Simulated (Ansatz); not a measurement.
Y: from a first guess to the relaxed diamond type

First guess:

```
CELL_PARAMETERS angstrom
0.00000 3.21951 3.21951
3.21951 0.00000 3.21951
3.21951 3.21951 0.00000
ATOMIC_POSITIONS crystal
Y 0.00000 0.00000 0.00000
Y 0.25000 0.25000 0.25000
```

All numbers below come from DFT, PBE, PAW with Ansatz's default frozen-core files, scalar-relativistic (Ansatz 0.2.0).

Cell and atoms relax within the symmetry of the start on a 9×9×9 k mesh with 0.05 eV Fermi–Dirac smearing.

The start is built from a prototype, known or not as a phase of this compound; the cutoff is 420 eV.

(1) What is the pressure of the first guess?

(2) What does it relax to?

(3) How much energy does the relaxation release?

## Answers

(1) 3.85 GPa.

(2) a = 7.038 Å, b = 7.038 Å, c = 7.038 Å, α = 90.00°, β = 90.00°, γ = 90.00° (conventional cell), 43.58 Å³ per atom:
```cif
data_structure
_symmetry_space_group_name_H-M 'Fd-3m:1'
_symmetry_Int_Tables_number 227
_cell_length_a 7.0379
_cell_length_b 7.0379
_cell_length_c 7.0379
_cell_angle_alpha 90.000
_cell_angle_beta 90.000
_cell_angle_gamma 90.000
_cell_volume 348.61
loop_
_atom_site_label
_atom_site_type_symbol
_atom_site_symmetry_multiplicity
_atom_site_Wyckoff_symbol
_atom_site_fract_x
_atom_site_fract_y
_atom_site_fract_z
_atom_site_occupancy
Y1 Y 8 b 0.00000 0.00000 0.50000 1
```

(3) 126 meV/atom.
